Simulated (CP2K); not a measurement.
**Nb under changes of volume**

One of the cells (18.428 Å³/atom); the others are scaled copies at fixed shape and fractional positions:

```
Nb
1.0
     2.88205    0.00000    0.00000
    -0.96068    2.71722    0.00000
    -0.96068   -1.35861    2.35318
Nb
1
Direct
  0.00000 0.00000 0.00000
```

```yaml
Program: CP2K 2026.2
Functional: LDA
Potentials_or_basis: GTH_POTENTIALS Nb GTH-PADE-q13; TZVP-MOLOPT-PBE-GTH basis
Density_cutoff: 6123 eV
k_mesh: 11 × 11 × 11
Occupations: fermi-dirac, width 0.05 eV
Spin: no spin polarisation
```

| volume (Å³/atom) | energy over the lowest point (meV/atom) | pressure (GPa) |
| --- | --- | --- |
| 17.322 | 0.00 | -0.8 |
| 17.691 | 6.35 | -4.7 |
| 18.060 | ? | ? |
| 18.428 | 43.84 | -11.5 |
| 18.797 | 73.72 | -14.5 |
| 19.165 | 110.22 | -17.3 |
| 19.534 | 152.73 | -19.7 |

What does the run at 18.060 Å³/atom give?

Energy over the lowest point 21.18 meV/atom; pressure -8.3 GPa.

Worked out: A Birch-Murnaghan fit of order 3 (a polynomial in V^(-2/3)) to the other rows has its minimum at 17.25 Å³/atom, just outside them, with B0 = V·E''(V) = 192 GPa and B' = 3.0. It gives 21.20 meV/atom at 18.060 Å³/atom, against the run's 21.18, and -dE/dV = -8.2 GPa, against -8.3.

Energies are extrapolated to zero smearing.

Caveats: the basis of atomic orbitals isn't converged, which shifts pressures, moduli and gaps.
